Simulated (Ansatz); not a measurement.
Runs of Ansatz 0.2.0 on SnO2. It takes space group I4_1/amd (No. 141, tetragonal). Conventional cell: a = 4.000 Å, b = 4.000 Å, c = 10.247 Å, α = 90.00°, β = 90.00°, γ = 90.00°. Sn (site symmetry -4m2) has 6 O at 2.06 to 2.09 Å as nearest neighbours. O (site symmetry 2mm) has 3 Sn at 2.06 to 2.09 Å as nearest neighbours. Measurements of this composition are mostly on another form, of space group No. 136.

| task | level | spin | cell | k mesh | points for each segment of the path | gap on the mesh (eV) | pressure (GPa) | relaxed volume (Å³/atom) | largest force (eV/Å) |
| --- | --- | --- | --- | --- | --- | --- | --- | --- | --- |
| band structure | LDA | off | as given | 9 × 9 × 9 | 14 | (a) | -3.9 | - | 0.19 |
| relaxation of cell and atoms | PBEsol+D3(BJ) | off | relaxed | 9 × 9 × 9 | - | 1.65 | 0.0 | 13.56 | - |
| relaxation of cell and atoms | PBEsol+D4 | off | relaxed | 9 × 9 × 9 | - | 1.62 | 0.0 | 13.60 | - |
| band structure | PBEsol | SOC, no magnetisation | as given | 7 × 7 × 7 | 14 | 1.56 | (b) | - | 0.08 |
| relaxation of cell and atoms | PBEsol | off | relaxed | 9 × 9 × 9 | - | 1.54 | 0.0 | 13.74 | - |
| band structure | RPBE | off | as given | 9 × 9 × 9 | 14 | 1.75 | 9.4 | - | 0.11 |

Alike in all rows: potentials or basis Ansatz PAW; cutoff (eV) 420; smearing fermi-dirac 0.05 eV.

Problem. Estimate the missing entries.

Solution. (a) 1.49; (b) 0.6.

Caveats: the PAW data sets come from PBE, with cores solved anew for the run's functional, which leaves a small shift of forces and pressure; spin-orbit coupling is left out, which moves the levels of the heavy elements (some runs); odd divisions of the mesh miss points on the zone boundary, where band edges often lie, so the gap on the mesh can be too wide (some runs); the plane-wave basis is chosen anew once the cell has moved, so the energies of steps on either side of that aren't comparable (some runs).

A k mesh can miss the band edges, and rows without SOC leave out spin-orbit coupling on Sn.

Runs at the PBE level aren't shown here.
